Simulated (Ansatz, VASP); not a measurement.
## N: VASP beside Ansatz

```
N
1.0
     4.18597    0.00000    0.00000
     0.00000    4.18597    0.00000
     0.00000    0.00000    5.40957
N
4
Direct
  0.90767 0.90767 0.00000
  0.59233 0.40767 0.50000
  0.09233 0.09233 0.00000
  0.40767 0.59233 0.50000
```

Alike in both runs: functional r2SCAN; k mesh 6 × 6 × 4; occupations gaussian, width 0.02 eV; no spin polarisation.

Ansatz relaxed the structure, and its values are those at the end. VASP's run is a single point on that final structure, the one shown.

|  | VASP | Ansatz |
| --- | --- | --- |
| version | VASP 6.6.1 | Ansatz 0.2.0 |
| potentials or method | VASP PAW PBE potentials, release 64 (N) | scalar-relativistic, plane waves, PAW |
| plane-wave cutoff (eV) | 520 | 500 |
| valence electrons in the cell | 20 | 20 |

VASP gave:

| Quantity | Value |
| --- | --- |
| gap on the k mesh at the Fermi level (eV) | 7.85 |
| least direct gap on the mesh (eV) | 7.99 |
| pressure (GPa) | 2.5 |
| rms of the force components (eV/Å) | 1.335 |

Task: Which values does Ansatz return?

Result: gap on the k mesh at the Fermi level (eV): 7.88; least direct gap on the mesh (eV): 8.03; pressure (GPa): 0.0; rms of the force components (eV/Å): 0.001.

Caveats: the standard files for N, O and F lose accuracy on very short bonds; the PAW data sets were made with another functional, which shifts forces and pressure a little (VASP). A k mesh can miss the band edges. r2SCAN opens gaps a little over a GGA but as a rule still falls short of measured ones.
